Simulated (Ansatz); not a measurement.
**Hf: stress in a strained cell**

Aim: deform Hf (zz strain of -1 %) and compute stress, forces and field gradients with LAPW, PAW and all-electron datasets made for the crystal.

Computed with Ansatz 0.2.0 (DFT PBE, scalar-relativistic, unless a step's input says otherwise).

## (1) Starting point

Symmetry: P6_3/mmc, No. 194, hexagonal system. The conventional cell has a = 3.197 Å, b = 3.197 Å, c = 5.058 Å, α = 90.00°, β = 90.00°, γ = 120.00°. Hf (site symmetry -6m2) has 12 Hf at 3.13 to 3.20 Å as nearest neighbours.

Structure file:

```
CELL_PARAMETERS angstrom
3.19670 0.00000 0.00000
-1.59835 2.76842 0.00000
0.00000 0.00000 5.05780
ATOMIC_POSITIONS crystal
Hf 0.33333 0.66667 0.25000
Hf 0.66667 0.33333 0.75000
```

Atoms are numbered in the order of the input: Hf1, Hf2.

## (2) After the deformation

Space group P6_3/mmc before, P6_3/mmc after.

## (3) Full-potential LAPW

input.yaml reads:

```yaml
crystal:
  lattice:
    - [3.1966985242, 0.0, 0.0]
    - [-1.5983492621, 2.7684221302, 0.0]
    - [0.0, 0.0, 5.007222]
  atoms:
    - { symbol: Hf, position: [0.3333333333, 0.6666666667, 0.25] }
    - { symbol: Hf, position: [0.6666666667, 0.3333333333, 0.75] }
kpoints:
  mp_grid: { grid: [13, 13, 7] }
  band_path:
    path:
      - [0.0, 0.0, 0.0]
      - [0.5, 0.0, 0.0]
      - [0.3333333333, 0.3333333333, 0.0]
      - [0.0, 0.0, 0.0]
      - [0.0, 0.0, 0.5]
      - [0.5, 0.0, 0.5]
      - [0.3333333333, 0.3333333333, 0.5]
      - [0.0, 0.0, 0.5]
      - [0.5, 0.0, 0.5]
    npoints: 5
scf:
  occupations: { method: fermi_dirac, width: 0.05 }
hamiltonian:
  xc: pbe
  pseudopotentials: { kind: all_electron, lapw: { basis_error: 0.0005 } }
output:
  forces: true
  stress: true
  eigenvalues: true
```

Launch:

```bash
$ ansatz run input.yaml --threads 1 --pin off --max-ram 3072MiB --backend cpu --events-out ev --progress --plain --runs-dir out
```

## (4) PAW with frozen cores

input.yaml reads:

```yaml
crystal:
  lattice:
    - [3.1966985242, 0.0, 0.0]
    - [-1.5983492621, 2.7684221302, 0.0]
    - [0.0, 0.0, 5.007222]
  atoms:
    - { symbol: Hf, position: [0.3333333333, 0.6666666667, 0.25] }
    - { symbol: Hf, position: [0.6666666667, 0.3333333333, 0.75] }
kpoints:
  mp_grid: { grid: [13, 13, 7] }
scf:
  occupations: { method: fermi_dirac, width: 0.05 }
hamiltonian:
  xc: pbe
  pseudopotentials: { kind: paw }
output:
  forces: true
  stress: true
  eigenvalues: true
  efg: { contact_densities: true }
  write_density: true
  write_potential: true
  elf: true
  volumetric_format: npy
```

## (5) Datasets made for this crystal

input.yaml: that of step 4 with these lines changed.

```diff
@@ -14,3 +14,3 @@
   xc: pbe
-  pseudopotentials: { kind: paw }
+  pseudopotentials: { kind: all_electron, datasets: crystal }
 output:
@@ -20,5 +20 @@
   efg: { contact_densities: true }
-  write_density: true
-  write_potential: true
-  elf: true
-  volumetric_format: npy
```

(Steps that only read results are left out.)

Q: Predict the outcome of this session. Wanted: pressure; largest shear or deviatoric stress.

**Answer**, as computed:

| quantity | value |
| --- | --- |
| pressure | LAPW 1.98, PAW 1.96, crystal datasets 1.98 GPa |
| largest shear or deviatoric stress (LAPW) | 0.87 GPa |

**Reading.** The largest part of the stress beyond the pressure is 0.87 GPa in size, in the zz component; the atoms are carried along and not relaxed. No run of the undeformed cell stands beside it, so the pressure holds what the given cell had before the change. PAW: stress within 0.02 GPa of LAPW. Crystal datasets: stress within 0.01 GPa of LAPW. Spin-orbit coupling is left out, though the cell holds Hf; in elements this heavy it can shift bands and gaps by tenths of an eV.
